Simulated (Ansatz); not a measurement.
# Point defect: Zn vacancy in ZnS

These are results of Ansatz, DFT PBE, scalar-relativistic, plane waves, PAW, not measurements. Run with 420 eV cutoff, 2×2×2 k-mesh, Gaussian smearing of 0.01 eV, collinear spin.

Host crystal, relaxed:

```xyz
2
Lattice="0.0000 2.7212 2.7212 2.7212 0.0000 2.7212 2.7212 2.7212 0.0000" Properties=species:S:1:pos:R:3 pbc="T T T"
Zn    0.0000    0.0000    0.0000
S     4.0817    4.0817    4.0817
```

Supercell of 54 atoms, rows in host cell vectors: 0 3 0; 0 0 3; 3 0 0. Atoms relax at the host's cell from a start displaced at random by 0.06 Å near the defect, so other minima may exist. The cell is small, so energies carry finite-size errors of tenths of an eV. The host's Kohn–Sham gap is 2.02 eV.

Starting moments were lost in some runs.

Defect: Zn vacancy at (0.000, 0.000, 0.000) of the host cell, charge -2.

Problem. Give the relaxed supercell.

Solution.
```
Zn S
1.0
     8.16346    0.00000    8.16346
     8.16346    8.16346    0.00000
     0.00000    8.16346    8.16346
Zn S
26 27
Direct
  0.32890 0.66411 0.99592
  0.32887 0.01035 0.99590
  0.66413 0.32886 0.99591
  0.66687 0.66685 0.99869
  0.66413 0.01035 0.99590
  0.01033 0.32890 0.99591
  0.01039 0.66415 0.99588
  0.00059 0.00059 0.99751
  0.32884 0.32885 0.33117
  0.33165 0.66685 0.33388
  0.32887 0.01033 0.33116
  0.66683 0.33165 0.33388
  0.66688 0.66685 0.33387
  0.66497 0.00113 0.33202
  0.01033 0.32887 0.33116
  0.00113 0.66498 0.33201
  0.00113 0.00113 0.33201
  0.32887 0.32889 0.67738
  0.32889 0.66414 0.67736
  0.33047 0.00059 0.66762
  0.66413 0.32886 0.67736
  0.66498 0.66497 0.66817
  0.66498 0.00113 0.66817
  0.00058 0.33047 0.66762
  0.00113 0.66499 0.66817
  0.00059 0.00059 0.66761
  0.25266 0.25266 0.24121
  0.25067 0.58238 0.24945
  0.25067 0.91673 0.24943
  0.58238 0.25067 0.24944
  0.58305 0.58305 0.25009
  0.58241 0.91673 0.24943
  0.91671 0.25068 0.24944
  0.91676 0.58240 0.24941
  0.91647 0.91647 0.24984
  0.25033 0.25034 0.58281
  0.25067 0.58242 0.58377
  0.25034 0.91578 0.58281
  0.58239 0.25067 0.58377
  0.58242 0.58239 0.58376
  0.58280 0.91647 0.58351
  0.91578 0.25034 0.58280
  0.91647 0.58281 0.58351
  0.91647 0.91648 0.58350
  0.25266 0.25269 0.91971
  0.25273 0.57418 0.91970
  0.25034 0.91576 0.91738
  0.57418 0.25268 0.91970
  0.58243 0.58239 0.91771
  0.58240 0.91674 0.91771
  0.91577 0.25034 0.91738
  0.91676 0.58242 0.91771
  0.91578 0.91579 0.91736
```
Around the defect: 3 S at 2.27 Å, 1 S at 2.28 Å. The run ended with a moment of 0.00 μB, which may not be the ground spin state.

Cost: 4 runs of about 110 core-minutes in all, on Intel Xeon Platinum 8488C (Sapphire Rapids) (shared hosts).